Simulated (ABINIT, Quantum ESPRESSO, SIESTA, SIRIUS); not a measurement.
# NbP: programs and potentials compared

```
CELL_PARAMETERS angstrom
-1.67492 1.67492 5.74011
1.67492 -1.67492 5.74011
1.67492 1.67492 -5.74011
ATOMIC_POSITIONS crystal
Nb 0.24988 0.74988 0.50000
Nb 0.49988 0.49988 0.00000
P 0.83275 0.33275 0.50000
P 0.08275 0.08275 0.00000
```

The cell is a database's computed one, not the measured one.

Alike in all runs: task single point; functional PBEsol; k mesh 11 × 11 × 11; occupations fermi-dirac, width 0.05 eV; no spin polarisation; no spin-orbit coupling. Pressure is positive in compression and, in plane waves, holds the error of the finite cutoff.

```
                                                                                      program and potentials  plane-wave cutoff (eV)                    notes  pressure (GPa)
                                                                                    ABINIT, JTH PAW PBE v2.0                     544  potentials made for PBE           -6.56
                                                                           Quantum ESPRESSO, GBRV 1.5 PBEsol                     612                        -           -6.72
SIESTA, files PseudoDojo sr-pbesol-0.4.1-standard, DZP (energy shift 0.003 Ry; two zetas on semicore shells)                       -             atomic basis           -4.52
                                              SIRIUS, PseudoDojo 0.4.1 PBEsol standard (scalar relativistic)                    1127                        -           -6.37
```

The pressure spans -6.72 (Quantum ESPRESSO, GBRV 1.5 PBEsol) to -4.52 GPa (SIESTA, files PseudoDojo sr-pbesol-0.4.1-standard, DZP (energy shift 0.003 Ry; two zetas on semicore shells)). Rows in atomic bases carry the error of their basis and grid, which can be large.

Differences between rows come from potentials, basis sets and numerical settings, since the functional is the same but for its coding. Runs on potential files found faulty are left out.

All four runs give a negative pressure, so the cell is stretched relative to the PBEsol equilibrium and would contract on relaxation. This suggests that the database geometry came from a functional favouring longer bonds, such as PBE. PBEsol has a weaker gradient enhancement of exchange, which penalises compact, high-density solids less and generally shortens their bonds. In a stiff network of hybridised Nb d and P p states, even a small excess in lattice parameter produces a stress of several GPa.

The three plane-wave results lie close together, between -6.72 and -6.37 GPa, and the ABINIT value falls inside the range set by the other two. The SIESTA value of -4.52 GPa stands apart, probably because its finite orbital basis shifts the equilibrium volume outwards. The sign of the strain is therefore common to all the runs, while its size is less certain. Pressure alone cannot show how the contraction would divide between the a and c axes of this tetragonal crystal.
